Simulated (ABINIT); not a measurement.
Wanted: the native input for an ABINIT 10.8.3 (patched build) run.

```
Task                                             : single point
Functional                                       : PBE0
Potentials or basis                              : SPMS NC PBE v1.0
Cutoff                                           : 599 eV
k mesh                                           : 8 × 8 × 8
Occupations                                      : fermi-dirac, width 0.05 eV
Spin                                             : no spin polarisation
Most SCF steps                                   : 60
Thinning of the exchange mesh (fockdownsampling) : 2 × 2 × 2
```

The system is Mo.

```
CELL_PARAMETERS angstrom
-1.58381 1.58381 1.58381
1.58381 -1.58381 1.58381
1.58381 1.58381 -1.58381
ATOMIC_POSITIONS crystal
Mo 0.00000 0.00000 0.00000
```

One way to write it, as run:

run.abi

```
pp_dirpath "./"
pseudos "42_Mo_14_2.0_2.6_pbe_n_v1.0.psp8"

acell 3*1.0
rprim
    -2.9929651906     2.9929651906     2.9929651906
     2.9929651906    -2.9929651906     2.9929651906
     2.9929651906     2.9929651906    -2.9929651906
ntypat 1
znucl 42
natom 1
typat 1
xred
     0.0000000000     0.0000000000     0.0000000000

ecut 22.0

kptopt 1
ngkpt 8 8 8
nshiftk 1
shiftk 0.0 0.0 0.0

ixc 41
fockdownsampling 2 2 2

nband 19
occopt 3
tsmear 0.00183747

nstep 60
toldfe 1.0e-7

iomode 3
prtwf 0
prtden 0
prteig 0
prtebands 0
enunit 2
```

Potentials or basis: SPMS NC PBE v1.0.

Command:

```bash
$ mpirun --bind-to none -np 4 abinit run.abi > log 2>&1
```

Results of the run:

* Band gap on the k mesh: none (metal or under the smearing width)
* Valence electrons inside the program's atomic spheres: Mo 10.41 (radii [1.0584] Å)

It took 10 min on 4 MPI ranks on Arm Neoverse V1, with other jobs on the host, peak memory 0.24 GiB a rank.
